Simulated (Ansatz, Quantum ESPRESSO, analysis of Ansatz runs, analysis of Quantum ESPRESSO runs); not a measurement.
# Reproducing a measured charge-transition level: substitutional P in diamond (Quantum ESPRESSO), part 3 of 4

How near does this set-up come to the measured charge-transition level? Subject: substitutional P in diamond. Set-up: PBE, GBRV 1.5 PBE, 64-site cell, measured lattice, k: the zone centre alone then 2x2x2 shifted, start relaxed with Ansatz. The model is a cell of 64 host atoms with 1 C taken out and 1 P put in. The level is the Fermi energy at which two charge states have equal formation energy, after a correction for the images of the charge. The measured lattice removes the functional's error in the volume.

Quantum ESPRESSO 7.5; PBE, GBRV 1.5 PBE, 64-site cell, measured lattice, k: the zone centre alone then 2x2x2 shifted, start relaxed with Ansatz.

So far: The starting structure; Relaxation, charge +1; Single point, charge +1.

### 4. Relaxation, charge 0

Level of this step: Quantum ESPRESSO plane-wave DFT, PBE, GBRV 1.5 PBE potentials; relaxation of all atoms of a defect supercell (Quantum ESPRESSO).

pw.in reads:

```
&CONTROL
  calculation = 'relax'
  prefix = 'pwscf'
  outdir = './tmp'
  pseudo_dir = './pseudo'
  tprnfor = .true.
  disk_io = 'low'
  nstep = 70
  forc_conv_thr = 0.00078
  etot_conv_thr = 0.0001
/
&SYSTEM
  ibrav = 0
  nat = 64
  ntyp = 2
  ecutwfc = 45
  ecutrho = 360
  nbnd = 133
  occupations = 'smearing'
  smearing = 'fd'
  degauss = 0.00073499
  nspin = 2
  starting_magnetization(1) = 0.125
  starting_magnetization(2) = 0.1
  tot_magnetization = 1
  nosym = .true.
/
&ELECTRONS
  conv_thr = 6d-08
  electron_maxstep = 100
  mixing_beta = 0.3
/
&IONS
  ion_dynamics = 'bfgs'
/
ATOMIC_SPECIES
C     12.0110 c_pbe_v1.2.uspp.F.UPF
P     30.9738 p_pbe_v1.5.uspp.F.UPF
CELL_PARAMETERS angstrom
   7.1334800000    0.0000000000    0.0000000000
   0.0000000000    7.1334800000    0.0000000000
   0.0000000000    0.0000000000    7.1334800000
ATOMIC_POSITIONS crystal
C     -0.0015285918   -0.0015557963    0.2498421744
C     -0.0015371124    0.2505156068   -0.0022284777
[... 1 atom line left out ...]
C      0.2361664696    0.2378921455    0.2371785791
C      0.1203370635    0.1217210712    0.3735348807
[... 1 atom line left out ...]
C      0.3744765954    0.1223188781    0.1216484715
P      0.3807042992    0.3700320726    0.3693938327
[... 5 atom lines left out ...]
C      0.1223253616    0.3761152258    0.6277564789
[... 6 atom lines left out ...]
C      0.1223295988    0.6284139182    0.3754498082
[... 5 atom lines left out ...]
C      0.2393911344    0.5113333008    0.5107002667
[... 3 atom lines left out ...]
C      0.3746250924    0.6284151943    0.6277499759
[... 5 atom lines left out ...]
C      0.6284230699    0.1223190748    0.3755961067
C      0.6284324756    0.3762620177    0.1216433598
[... 3 atom lines left out ...]
C      0.5128844156    0.2378796547    0.5139214110
[... 6 atom lines left out ...]
C      0.5128630486    0.5145372580    0.2371845268
[... 14 atom lines left out ...]
C      0.8754279036    0.8753206961    0.8746438898
K_POINTS gamma
```

Command:

```
> OMP_NUM_THREADS=1 mpirun -n 4 pw.x -in pw.in > pw.out
```

Log:

```text
[banner, memory and clock lines left out]
          URL

     gamma-point specific algorithms are used

     bravais-lattice index     =            0
     lattice parameter (alat)  =      13.4803  a.u.
     unit-cell volume          =    2449.6326 (a.u.)^3
     number of atoms/cell      =           64
     number of atomic types    =            2
     number of electrons       =       257.00 (up: 129.00, down: 128.00)
     number of Kohn-Sham states=          133
     kinetic-energy cutoff     =      45.0000  Ry
     charge density cutoff     =     360.0000  Ry
     scf convergence threshold =      6.0E-08
     mixing beta               =       0.3000
     number of iterations used =            8  plain     mixing
     energy convergence thresh.=      1.0E-04
     force convergence thresh. =      7.8E-04
     Exchange-correlation=  SLA  PW   PBX  PBC
                           (   1   4   3   4   0   0   0)
     nstep                     =           70

     celldm(1)=  13.480324  celldm(2)=   0.000000  celldm(3)=   0.000000
     celldm(4)=   0.000000  celldm(5)=   0.000000  celldm(6)=   0.000000

     crystal axes: (cart. coord. in units of alat)
               a(1) = (   1.000000   0.000000   0.000000 )
               a(2) = (   0.000000   1.000000   0.000000 )
               a(3) = (   0.000000   0.000000   1.000000 )

     reciprocal axes: (cart. coord. in units 2 pi/alat)
               b(1) = (  1.000000  0.000000  0.000000 )
               b(2) = (  0.000000  1.000000  0.000000 )
               b(3) = (  0.000000  0.000000  1.000000 )

     PseudoPot. # 1 for C  read from file:
     c_pbe_v1.2.uspp.F.UPF
     Pseudo is Ultrasoft + core correction, Zval =  4.0
     Generated by new atomic code, or converted to UPF format
     Using radial grid of  721 points,  4 beta functions with:
                l(1) =   0
                l(2) =   0
                l(3) =   1
                l(4) =   1
     Q(r) pseudized with  8 coefficients,  rinner =    1.100   1.100   1.100

     PseudoPot. # 2 for P  read from file:
     p_pbe_v1.5.uspp.F.UPF
     Pseudo is Ultrasoft + core correction, Zval =  5.0
     Generated by new atomic code, or converted to UPF format
     Using radial grid of  903 points,  6 beta functions with:
                l(1) =   0
                l(2) =   0
                l(3) =   1
                l(4) =   1
                l(5) =   2
                l(6) =   2
     Q(r) pseudized with  8 coefficients,  rinner =    1.300   1.300   1.300
                                                       1.300   1.300

     atomic species   valence    mass     pseudopotential
     C                 4.00    12.01100     C ( 1.00)
     P                 5.00    30.97380     P ( 1.00)

     Starting magnetic structure
     atomic species   magnetization
     C               0.125
     P               0.100

     No symmetry found

   Cartesian axes

     site n.     atom                  positions (alat units)
         1        C      tau(   1) = (  -0.0015286  -0.0015558   0.2498422  )
         2        C      tau(   2) = (  -0.0015371   0.2505156  -0.0022285  )
         3        C      tau(   3) = (   0.2503611  -0.0025616  -0.0032310  )
         4        C      tau(   4) = (   0.2361665   0.2378921   0.2371786  )
         5        C      tau(   5) = (   0.1203371   0.1217211   0.3735349  )
         6        C      tau(   6) = (   0.1203229   0.3742160   0.1210454  )
         7        C      tau(   7) = (   0.3744766   0.1223189   0.1216485  )
         8        P      tau(   8) = (   0.3807043   0.3700321   0.3693938  )
         9        C      tau(   9) = (   0.0006319   0.0004372   0.7494436  )
        10        C      tau(  10) = (  -0.0004869   0.2502526   0.4990339  )
        11        C      tau(  11) = (   0.2505960  -0.0007891   0.4994771  )
        12        C      tau(  12) = (   0.2510292   0.2502582   0.7505615  )
        13        C      tau(  13) = (   0.1253729   0.1246046   0.8740311  )
        14        C      tau(  14) = (   0.1223254   0.3761152   0.6277565  )
        15        C      tau(  15) = (   0.3765294   0.1217124   0.6297404  )
        16        C      tau(  16) = (   0.3754024   0.3753416   0.8738122  )
        17        C      tau(  17) = (  -0.0004853   0.4997046   0.2495950  )
[...]
57        C      tau(  57) = (   0.5004880   0.4997163   0.7505620  )
        58        C      tau(  58) = (   0.5004830   0.7512270   0.4990340  )
        59        C      tau(  59) = (   0.7515443   0.5001519   0.4994816  )
        60        C      tau(  60) = (   0.7503126   0.7501117   0.7494407  )
        61        C      tau(  61) = (   0.6261403   0.6253759   0.8740301  )
        62        C      tau(  62) = (   0.6261406   0.8746959   0.6246951  )
        63        C      tau(  63) = (   0.8757156   0.6252310   0.6245596  )
        64        C      tau(  64) = (   0.8754279   0.8753207   0.8746439  )

     number of k points=     1  Fermi-Dirac smearing, width (Ry)=  0.0007
                       cart. coord. in units 2pi/alat
        k(    1) = (   0.0000000   0.0000000   0.0000000), wk =   1.0000000

     Dense  grid:   141273 G-vectors     FFT dimensions: (  81,  81,  81)

     Smooth grid:    49937 G-vectors     FFT dimensions: (  60,  60,  60)

     Generating pointlists ...
     new r_m :   0.0878 (alat units)  1.1841 (a.u.) for type    1
     new r_m :   0.0975 (alat units)  1.3138 (a.u.) for type    2

     Initial potential from superposition of free atoms

     starting charge     256.9973, renormalised to     257.0000
     Starting wfcs are  256 randomized atomic wfcs

     Self-consistent Calculation

     iteration #  1     ecut=    45.00 Ry     beta= 0.30
     Davidson diagonalization with overlap
     ethr =  1.00E-02,  avg # of iterations =  2.0

     total energy              =    -738.09154104 Ry
     estimated scf accuracy    <       4.36535360 Ry

     total magnetization       =     1.00 Bohr mag/cell
     absolute magnetization    =     1.07 Bohr mag/cell

     iteration #  2     ecut=    45.00 Ry     beta= 0.30
     Davidson diagonalization with overlap
     ethr =  1.70E-03,  avg # of iterations =  4.5

     total energy              =    -737.75949289 Ry
     estimated scf accuracy    <       1.69629465 Ry

     total magnetization       =     1.00 Bohr mag/cell
     absolute magnetization    =     1.07 Bohr mag/cell

     iteration #  3     ecut=    45.00 Ry     beta= 0.30
     Davidson diagonalization with overlap
     ethr =  6.60E-04,  avg # of iterations =  1.5

     total energy              =    -737.86966576 Ry
[...]
atom   8 (R=0.097)  charge=  1.3015  magn=  0.0581
     atom   9 (R=0.088)  charge=  1.9459  magn=  0.0012
     atom  10 (R=0.088)  charge=  1.9419  magn=  0.0008
     atom  11 (R=0.088)  charge=  1.9375  magn=  0.0124
     atom  12 (R=0.088)  charge=  1.9414  magn=  0.0008
     atom  13 (R=0.088)  charge=  1.9435  magn=  0.0002
     atom  14 (R=0.088)  charge=  1.9489  magn=  0.0038
     atom  15 (R=0.088)  charge=  1.9509  magn=  0.0044
     atom  16 (R=0.088)  charge=  1.9478  magn=  0.0045
[...]
atom  57 (R=0.088)  charge=  1.9413  magn=  0.0008
     atom  58 (R=0.088)  charge=  1.9415  magn=  0.0008
     atom  59 (R=0.088)  charge=  1.9372  magn=  0.0124
     atom  60 (R=0.088)  charge=  1.9457  magn=  0.0012
     atom  61 (R=0.088)  charge=  1.9425  magn=  0.0002
     atom  62 (R=0.088)  charge=  1.9427  magn=  0.0002
     atom  63 (R=0.088)  charge=  1.9439  magn=  0.0018
     atom  64 (R=0.088)  charge=  1.9401  magn=  0.0004

     End of self-consistent calculation

 ------ SPIN UP ------------

          k = 0.0000 0.0000 0.0000 (  6267 PWs)   bands (ev):

    -7.9361  -5.6755  -5.6721  -5.6719  -5.6184  -5.6184  -5.6110  -3.5841
    -3.5838  -3.5341  -3.4735  -3.4375  -3.4374  -3.4207  -3.4207  -3.4164
    -3.3522  -3.3521  -3.3268  -2.1355  -2.1354  -2.1189  -2.0643   0.1256
     0.1784   0.1820   0.1821   0.7820   0.7820   0.7892   0.7895   0.8384
     0.9029   1.5042   1.5428   1.5428   1.5621   1.5622   1.5907   1.5909
     1.6073   1.6803   1.7287   1.7288   1.9856   4.7340   4.7341   4.7941
     4.8033   4.8190   4.8191   4.8932   4.8933   4.9388   4.9389   4.9707
     5.1462   5.1639   5.1689   5.1691   5.1961   5.1961   5.2285   5.2343
     5.2456   5.2456   5.3274   5.3606   5.3607   5.8580   5.8580   5.8791
     5.8792   5.9176   5.9881   5.9882   6.0005   6.0433   6.0551   6.0552
     6.1592   7.2884   7.2885   7.2929   7.3010   7.3219   7.3220   8.9806
     8.9808   9.0794   9.1009   9.1014   9.3301   9.3853   9.3854   9.4225
     9.4228   9.4229   9.4302   9.4692   9.5226   9.5226   9.6362   9.6362
     9.6587  10.5195  10.5426  10.5427  10.5712  10.5719  10.5814  10.6130
    10.6132  10.6395  10.6809  10.6810  10.7147  10.7307  10.7309  10.8042
    10.8432  10.8433  11.0323  11.0325  11.1441  13.6438  13.6439  13.6551
    17.3649  17.7277  17.7282  17.9660  17.9666

 ------ SPIN DOWN ----------

          k = 0.0000 0.0000 0.0000 (  6267 PWs)   bands (ev):

[...]
5.2676   5.2676   5.3869   5.3871   5.4111   5.8771   5.8771   5.9008
     5.9009   5.9464   6.0097   6.0099   6.0183   6.0801   6.0801   6.1124
     6.1924   7.3053   7.3054   7.3056   7.3299   7.3445   7.3446   8.9970
     8.9971   9.1109   9.1157   9.1162   9.3540   9.3984   9.3984   9.4443
     9.4473   9.4474   9.4486   9.4824   9.5383   9.5383   9.6601   9.6601
     9.6883  10.5278  10.5576  10.5576  10.5905  10.5944  10.5950  10.6298
    10.6299  10.6557  10.6940  10.6941  10.7361  10.7461  10.7462  10.8178
    10.8598  10.8599  11.0576  11.0578  11.1979  13.6596  13.6597  13.6717
    17.7772  17.7779  17.7932  17.9913  17.9919

     the spin up/dw Fermi energies are    17.5430   14.8259 ev

!    total energy              =    -737.88838566 Ry
     estimated scf accuracy    <       0.00000006 Ry
     smearing contrib. (-TS)   =      -0.00000000 Ry
     internal energy E=F+TS    =    -737.88838566 Ry

     The total energy is F=E-TS. E is the sum of the following terms:
     one-electron contribution =     263.71261360 Ry
     hartree contribution      =      62.88828981 Ry
     xc contribution           =    -239.46686448 Ry
     ewald contribution        =    -825.02242458 Ry

     total magnetization       =     1.00 Bohr mag/cell
     absolute magnetization    =     1.10 Bohr mag/cell

     convergence has been achieved in  14 iterations

     Forces acting on atoms (cartesian axes, Ry/au):

     atom    1 type  1   force =    -0.00001787   -0.00007597   -0.00022385
     atom    2 type  1   force =     0.00003525   -0.00026552   -0.00006922
     atom    3 type  1   force =    -0.00022780   -0.00004623   -0.00005128
     atom    4 type  1   force =     0.00017060    0.00004719    0.00042437
     atom    5 type  1   force =     0.00036238    0.00004858    0.00010290
     atom    6 type  1   force =     0.00043529    0.00022066   -0.00005616
     atom    7 type  1   force =     0.00005488    0.00008179   -0.00004827
     atom    8 type  2   force =    -0.00009319    0.00011286   -0.00023080
     atom    9 type  1   force =    -0.00003821   -0.00014833    0.00000872
     atom   10 type  1   force =     0.00010778    0.00003100    0.00010384
     atom   11 type  1   force =    -0.00004792    0.00012046    0.00003022
     atom   12 type  1   force =    -0.00000540   -0.00004106   -0.00005994
     atom   13 type  1   force =    -0.00000602    0.00006538    0.00019202
     atom   14 type  1   force =     0.00023417   -0.00004709   -0.00031809
     atom   15 type  1   force =    -0.00009765    0.00009062   -0.00034496
     atom   16 type  1   force =    -0.00014776    0.00017281    0.00006459
[...]
atom   57 type  1   force =     0.00001973    0.00000757   -0.00007608
     atom   58 type  1   force =     0.00003093   -0.00009612    0.00007170
     atom   59 type  1   force =    -0.00019481    0.00003211    0.00004126
     atom   60 type  1   force =     0.00012012    0.00006292    0.00005412
     atom   61 type  1   force =    -0.00004049   -0.00004868    0.00021231
     atom   62 type  1   force =    -0.00004394    0.00019746   -0.00000396
     atom   63 type  1   force =     0.00012839    0.00000134    0.00003147
     atom   64 type  1   force =     0.00001902   -0.00004860   -0.00001087

     Total force =     0.001962     Total SCF correction =     0.000841
     SCF correction compared to forces is large: reduce conv_thr to get better values

     BFGS Geometry Optimization
     Energy error            =      3.8E-06 Ry
     Gradient error          =      4.4E-04 Ry/Bohr

     bfgs converged in   1 scf cycles and   0 bfgs steps
     (criteria: energy <  1.0E-04 Ry, force <  7.8E-04 Ry/Bohr)

     End of BFGS Geometry Optimization

     Final energy             =    -737.8883856573 Ry
Begin final coordinates

ATOMIC_POSITIONS (crystal)
C               -0.0015285918       -0.0015557963        0.2498421744
C               -0.0015371124        0.2505156068       -0.0022284777
C                0.2503610986       -0.0025615963       -0.0032309803
C                0.2361664696        0.2378921455        0.2371785791
C                0.1203370635        0.1217210712        0.3735348807
C                0.1203229282        0.3742159620        0.1210454480
C                0.3744765954        0.1223188781        0.1216484715
P                0.3807042992        0.3700320726        0.3693938327
C                0.0006318964        0.0004371557        0.7494435947
C               -0.0004868895        0.2502526041        0.4990339217
C                0.2505960402       -0.0007890909        0.4994771316
C                0.2510291681        0.2502581604        0.7505615496
C                0.1253728762        0.1246045852        0.8740311351
C                0.1223253616        0.3761152258        0.6277564789
C                0.3765294097        0.1217123574        0.6297403714
C                0.3754023525        0.3753416173        0.8738122270
[...]
C                0.5004880060        0.4997163427        0.7505620124
C                0.5004829884        0.7512270300        0.4990339960
C                0.7515442859        0.5001519118        0.4994816447
C                0.7503126208        0.7501117166        0.7494406767
C                0.6261403010        0.6253759169        0.8740301139
C                0.6261406034        0.8746959083        0.6246951329
C                0.8757155839        0.6252309511        0.6245596180
C                0.8754279036        0.8753206961        0.8746438898
End final coordinates
```

Elapsed: 29 s, on 4 MPI ranks of Arm Neoverse V1, shared host; peak memory 0.72 GiB.

Hardly anything moved in the relaxation; the energy changed by under 0.2 meV an atom.

Neighbours of P8 at the end:

```csv
atom,distance (Å)
C42,1.685
C49,1.685
C4,1.686
C27,1.746
C37,2.499
C7,2.500
C38,2.500
C15,2.567
C5,2.567
C46,2.567
C53,2.567
C6,2.567
C23,2.567
C31,2.607
C14,2.607
C21,2.607
```

Read from the output:

```yaml
total_moment: 1.0000 μB
integral_of_the_absolute_spin_density: 1.100 μB
```

(Part 3 of 4 ends here.)

[Logs are printed without paths, hosts, clocks, repeated set-up lines and the standing remarks that a program may print on its own settings, such as how far it seeks lower states.]

[Hosts, paths, dates, database ids (printed as entryN), source tags and the programs' standing remarks are cut or masked in the printed files.]

[For some hosts the program warned that the k-mesh of the response run may be too coarse for force constants and the static dielectric constant; such warnings are not shown here.]
